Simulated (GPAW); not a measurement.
**Equation of state of MnO under PBE**

```cif
data_structure
_symmetry_space_group_name_H-M 'Fm-3m'
_symmetry_Int_Tables_number 225
_cell_length_a 4.4478
_cell_length_b 4.4478
_cell_length_c 4.4478
_cell_angle_alpha 90.000
_cell_angle_beta 90.000
_cell_angle_gamma 90.000
_cell_volume 87.99
loop_
_atom_site_label
_atom_site_type_symbol
_atom_site_symmetry_multiplicity
_atom_site_Wyckoff_symbol
_atom_site_fract_x
_atom_site_fract_y
_atom_site_fract_z
_atom_site_occupancy
Mn1 Mn 4 a 0.00000 0.00000 0.00000 1
O1 O 4 b 0.50000 0.00000 0.00000 1
```

The cell is a database's computed one, not the measured one.

The cell was scaled at fixed shape and fractions and run with GPAW, GPAW PAW data sets (gpaw-data 1.2.1), cutoff 800 eV; PBE, k mesh 8 × 8 × 8 on the cell of 2 atoms, fermi-dirac occupations of 0.05 eV, collinear spin, ferromagnetic start, no spin-orbit coupling. Energies are those that the program minimises, any entropy of the smearing included. For a metal such a mesh isn't converged to the digits shown. The magnetic state is the one that the start led to, which needn't be the lowest.

| V (Å³/atom) | energy over the lowest row (meV/atom) |
| --- | --- |
| 10.3390 | 19.478 |
| 10.5590 | 8.803 |
| 10.7789 | 2.797 |
| 10.9989 | ? |
| 11.2189 | 0.000 |
| 11.4389 | 2.899 |
| 11.6589 | 8.803 |

Q: Fit the third-order Birch-Murnaghan form, give V0, B0 and B′, and predict the energy left open.

A: With y = (V0/V)^(2/3), E = E0 + (9 V0 B0/16) [(y - 1)³ B′ + (y - 1)² (6 - 4y)]. Least squares through the rows shown give V0 = 11.0893 Å³/atom, E0 = -0.569 meV, B0 = 111.3 GPa (1 eV/Å³ = 160.218 GPa) and B′ = 4.32, with a largest miss of 0.236 meV, so B0 and B′ are loose. At V = 10.9989 the form with these constants gives -0.309 meV; the run gave 0.044 meV an atom.
